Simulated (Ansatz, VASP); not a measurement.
# H in VASP and in Ansatz

File POSCAR:

```
H
1.0
   -1.2702360000      1.2702360000      1.0458490000
    1.2702360000     -1.2702360000      1.0458490000
    1.2702360000      1.2702360000     -1.0458490000
H
1
Direct
    0.0000000000      0.0000000000      0.0000000000
```

INCAR.step1

```
PREC = Accurate
ENCUT = 520
ISMEAR = 1
SIGMA = 0.2598
LREAL = False
LASPH = True
NELM = 60
NBANDS = 6
GGA = PE
ALGO = Normal
EDIFF = 1E-4
LWAVE = True
LCHARG = False
```

Contents of INCAR.step2:

```
PREC = Accurate
ENCUT = 520
EDIFF = 1E-7
ISMEAR = 1
SIGMA = 0.2598
LREAL = False
LASPH = True
NELM = 60
ALGO = Normal
ISIF = 2
LWAVE = False
LCHARG = False
METAGGA = R2SCAN
LMIXTAU = True
NBANDS = 6
ISTART = 1
```

The input KPOINTS:

```
regular mesh
0
Gamma
  11 11 11
```

Input for Ansatz:

```yaml
crystal:
  lattice:
    - [-1.270236, 1.270236, 1.045849]
    - [1.270236, -1.270236, 1.045849]
    - [1.270236, 1.270236, -1.045849]
  atoms:
    - { symbol: H, position: [0.0, 0.0, 0.0] }
  symmetry: { tolerance: 0.0003 }
kpoints:
  mp_grid: { grid: [11, 11, 11], shift: [0, 0, 0] }
magnetization:
  spin_polarized: false
scf:
  occupations: { method: methfessel_paxton, width: 0.2598 }
hamiltonian:
  pseudopotentials: { kind: paw }
  xc: r2scan
basis:
  ecutwfc: 500
output:
  forces: true
  stress: true
  eigenvalues: true
  write_density: true
  write_potential: true
  elf: true
  volumetric_format: npy
```

The cell was built by a generator and needn't be a form met in nature.

Alike in both runs: task single point; functional r2SCAN; k mesh 11 × 11 × 11; occupations methfessel-paxton of order 1, width 0.2598 eV; no spin polarisation.

|  | VASP | Ansatz |
| --- | --- | --- |
| version | VASP 6.6.1 | Ansatz 0.2.0 |
| potentials or method | VASP PAW PBE potentials, release 64 (H) | PAW plane waves |
| plane-wave cutoff (eV) | 520 | 500 |
| valence electrons in the cell | 1 | 1 |

```tsv
	VASP	Ansatz	Ansatz less VASP
gap on the k mesh at the Fermi level (eV)	none	none	-
pressure (GPa)	-23.2	-23.0	+0.19
largest component of the traceless stress (GPa)	8.62	8.62	+0.005
```

A gap of «none» marks a metal or a gap that the smearing closes. With one functional, cell and mesh, what is left measures potentials, basis and numerics.

Caveats: so large a pressure means that the cell lies far from this level's equilibrium, or that cutoff or potentials fall short (VASP); the potentials were made for another functional, which shifts forces and pressure (VASP).
